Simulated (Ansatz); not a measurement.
Sn: generalised stacking fault

Computed with DFT PBEsol, scalar-relativistic, plane waves, PAW in Ansatz 0.2.0. Cutoff 420 eV, Γ-centred 15×15×6 k-points, Gaussian smearing of 0.15 eV. No spin polarisation. Energies are free energies at this smearing, counted from the undisturbed cell; pressure is positive in compression.

The starting cell (relaxed at this level):

```
Sn
1.0
     3.27078   -3.27078    0.00000
     3.27078    0.00000   -3.27078
     6.54156    6.54156    6.54156
Sn
6
Direct
  0.66667 0.66667 0.54163
  0.00000 0.00000 0.20830
  0.33333 0.33333 0.87497
  0.66667 0.66667 0.79163
  0.00000 0.00000 0.45830
  0.33333 0.33333 0.12497
```

The cut lies on the cell's a–b face, a (1 1 1) plane (indices in the standard cell, whose axes needn't be the Cartesian ones shown) of area 18.53 Å², between layers 2.83 Å apart. Vector c is tilted by f times 1·a + 1·b (length 8.012 Å) with the atoms' Cartesian places fixed: one unrelaxed fault a cell. The cell is metallic on the mesh throughout.

| f | γ (mJ/m²) |
| --- | --- |
| 0.0000 | 0 |
| 0.1667 | 364 |
| 0.3333 | 875 |
| 0.5000 | 703 |
| 0.6667 | 758 |
| 0.8333 | 342 |

Predict the shear traction, the slope of γ along the slip (GPa) at each point.

```
     f shear traction, the slope of γ along the slip (GPa)
0.0000                                                  0.0
0.1667                                                  5.5
0.3333                                                  0.0
0.5000                                                 -0.6
0.6667                                                  0.0
0.8333                                                 -4.9
```

Cost: 6 runs of about 16 core-minutes in all, on Intel Xeon Platinum 8375C (Ice Lake) (shared hosts).